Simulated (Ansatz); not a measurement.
# P: reading a single point

```
P
1.0
     1.78249    3.08737    0.00000
    -1.78249    3.08737    0.00000
     0.00000   -2.05824    3.30015
P
2
Cartesian
  0.0000 0.0000 2.2537
  0.0000 4.1165 1.0464
```

Single point in Ansatz 0.2.0 with PBE, no spin polarisation. Cutoff 420 eV, PAW datasets, 11×11×11 Γ-centred k mesh, fermi-dirac filling (width 0.1 eV).

Forces: The largest is on P1 (and as large on other atoms): 0.64 eV/Å, components (0.00, 0.00, -0.64). It makes 60° with the line to a nearest neighbour, P2 at 2.39 Å.
Stress: The pressure is -7.0 GPa (compression positive), so with the atoms held at these fractions the cell would first shrink.
Electronic structure: It is a metal, with about 0.13 states/eV a cell as the mean within 0.25 eV of the Fermi level, mostly P p (68 %) and P s (25 %).

Origin: a known structure type with other elements, at an estimated volume, so it need not be a known compound.
